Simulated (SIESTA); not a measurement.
The system is Bi.

```
Bi
1.0
     4.65841    0.00000    0.00000
     0.00000    4.52639    0.00000
    -0.34597    0.00000    6.51195
Bi
4
Direct
  0.25137 0.25000 0.74873
  0.74863 0.75000 0.25127
  0.24989 0.25000 0.24888
  0.75011 0.75000 0.75112
```

| Property | Result |
| --- | --- |
| Program | SIESTA 5.4.2 |
| Task | single point |
| Functional | PBE |
| Potentials or basis | PseudoDojo 0.4 standard (PBE files) |
| Basis | DZP (energy shift 0.003 Ry; two zetas on semicore shells) |
| Grid cutoff | 500 Ry |
| Energy shift | 0.003 Ry |
| k mesh | 6 × 6 × 4 |
| Occupations | fermi-dirac, width 0.05 eV |
| Spin | no spin polarisation |

On this cell: pressure 1.4 GPa; largest force 0.007 eV/Å; band gap on the k mesh none (metal or under the smearing width).

The same run follows on a disturbed copy (atoms moved at random, drawn with an rms of 0.05 Å):

```
Bi
1.0
     4.65841    0.00000    0.00000
     0.00000    4.52639    0.00000
    -0.34597    0.00000    6.51195
Bi
4
Direct
  0.25250 0.24563 0.75367
  0.74862 0.75232 0.24900
  0.26131 0.24256 0.25110
  0.74284 0.73549 0.75244
```

What does the disturbed cell give?

The energy (extrapolated to zero smearing) moves by -0.7 meV/atom; pressure 1.6 GPa; largest force 0.135 eV/Å; band gap on the k mesh none (metal or under the smearing width).

Forces on the atoms (eV/Å):
```
Bi  -0.083  0.103 -0.023
Bi   0.045  0.109  0.012
Bi  -0.030 -0.103  0.016
Bi   0.068 -0.109 -0.004
```

Stress tensor (GPa, compression positive):
```
 0.87 -0.02  0.19
-0.02  1.47 -0.01
 0.19 -0.01  2.33
```

Caveats: spin-orbit coupling is left out, which moves the levels of the heavy elements; the basis of atomic orbitals isn't converged, which shifts pressures, moduli and gaps.
